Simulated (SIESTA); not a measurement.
The system is MgSe.

```
Se Mg
1.0
     0.00000    2.72550    2.72550
     2.72550    0.00000    2.72550
     2.72550    2.72550    0.00000
Se Mg
1 1
Cartesian
  2.7255 2.7255 2.7255
  0.0000 0.0000 0.0000
```

Base run:

```yaml
Program: SIESTA 5.4.2
Functional: vdW-DF-cx
Potentials_or_basis: PseudoDojo 0.4 standard (PBE files)
Basis: DZP (energy shift 0.003 Ry; two zetas on semicore shells)
Grid_cutoff: 800 Ry
Energy_shift: 0.003 Ry
k_mesh: 8 × 8 × 8
Occupations: fermi-dirac, width 0.05 eV
Spin: no spin polarisation
```

Its results: band gap on the k mesh 2.08 eV, indirect (least direct gap 2.78 eV); pressure 3.0 GPa.

Task: After a change of settings the same cell gave: band gap on the k mesh 2.03 eV, indirect (least direct gap 2.79 eV); pressure 6.2 GPa. Which change was it?
A. functional from vdW-DF-cx to AM05; potentials or basis from PseudoDojo 0.4 standard (PBE files) to PseudoDojo 0.4 standard (PBEsol files)
B. functional from vdW-DF-cx to LDA; potentials or basis from PseudoDojo 0.4 standard (PBE files) to PseudoDojo 0.4 standard (LDA files)
C. functional from vdW-DF-cx to RPBE
D. functional from vdW-DF-cx to WC; potentials or basis from PseudoDojo 0.4 standard (PBE files) to PseudoDojo 0.4 standard (PBEsol files)

Result: C.

Caveats: the potentials were made for another functional, which shifts forces and pressure; the basis of atomic orbitals isn't converged, which shifts pressures, moduli and gaps.

Not every run made on this cell is shown here.
